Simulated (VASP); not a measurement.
A run of VASP 6.6.1 is set up as follows.

INCAR

```
PREC = Accurate
ENCUT = 520
EDIFF = 1E-6
ISMEAR = 0
SIGMA = 0.01
LREAL = False
LASPH = True
NELM = 80
ALGO = Normal
ISIF = 2
LWAVE = False
LCHARG = False
METAGGA = R2SCAN
LMIXTAU = True
LUSE_VDW = True
IVDW_NL = 2
BPARAM = 11.95
CPARAM = 0.0093
ICORELEVEL = 1
```

Contents of KPOINTS:

```
Automatic mesh
0
Gamma
  12 12 12
```

POSCAR

```
Zn
1.0
   -1.5689080000      1.5322950000      1.5629600000
    1.5687750000     -1.5397850000      1.5703170000
    1.6048880000      1.5757650000     -1.5704490000
Zn
1
Direct
    0.0366900000     -0.0006100000      0.0548770000
```

Potentials or basis: VASP PAW PBE potentials, release 64 (Zn).

Launch:

```bash
$ cat potpaw_PBE.64/Zn/POTCAR > POTCAR
$ mpirun -np 1 vasp_std > vasp.out
```

Problem. Estimate the pressure.

Solution. -6.0 GPa.

Problem. Estimate the band gap on the k mesh.

Solution. None (metal or under the smearing width).

Core levels (eV, on the scale of the bands):
| atom | levels |
| --- | --- |
| 1 Zn | 1s -9583.5, 2s -1173.7, 2p -1020.6, 3s -132.2, 3p -85.5 |

Caveat: the PAW data sets were made with another functional, which shifts forces and pressure a little; pairwise dispersion overbinds metals, which lowers pressure and volume.
